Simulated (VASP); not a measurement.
Wanted: the native input for a VASP 6.6.1 run.

| Property | Result |
| --- | --- |
| Task | single point |
| Functional | PBE |
| Potentials or basis | VASP PAW PBE potentials, release 64 (Ga_d, N) |
| Cutoff | 520 eV |
| k mesh | 12 × 12 × 12 |
| Occupations | gaussian, width 0.03 eV |
| Spin | no spin polarisation |
| Dipole correction | no |
| Further INCAR settings | ALGO = Normal; EDIFF = 1e-06; NBANDS = 16 |

The structure of GaN lies in POSCAR:

```
GaN
1.0
    0.0000000000      2.1100000000      2.1100000000
    2.1100000000      0.0000000000      2.1100000000
    2.1100000000      2.1100000000      0.0000000000
Ga N
1 1
Direct
    0.0000000000      0.0000000000      0.0000000000
    0.5000000000      0.5000000000      0.5000000000
```

The cell was built by a generator and needn't be a form met in nature.

These files were run (other wordings do the same):

INCAR

```
SYSTEM = GaN
ALGO = Normal
EDIFF = 1E-6
ENCUT = 520
GGA = PE
ISIF = 2
ISMEAR = 0
LASPH = .TRUE.
LCHARG = .TRUE.
LELF = .TRUE.
LREAL = .FALSE.
LVHAR = .TRUE.
LWAVE = .FALSE.
NBANDS = 16
NELM = 60
PREC = Accurate
SIGMA = 0.03
```

KPOINTS

```
k-points
0
G
  12 12 12
  0 0 0
```

Potentials or basis: VASP PAW PBE potentials, release 64 (Ga_d, N).

Launch:

```console
$ cat potpaw_PBE.64/Ga_d/POTCAR potpaw_PBE.64/N/POTCAR > POTCAR
$ mpirun -np 1 vasp_std > vasp.out
```

Results of the run:

```yaml
Pressure: 8.6 GPa
Band_gap_on_the_k_mesh: 0.61 eV, indirect (least direct gap 2.81 eV)
```

Run time: 7.8 s on 1 thread of Intel(R) Xeon(R) 6975P-C (Granite Rapids), with other jobs on the host, peak memory 0.15 GiB.
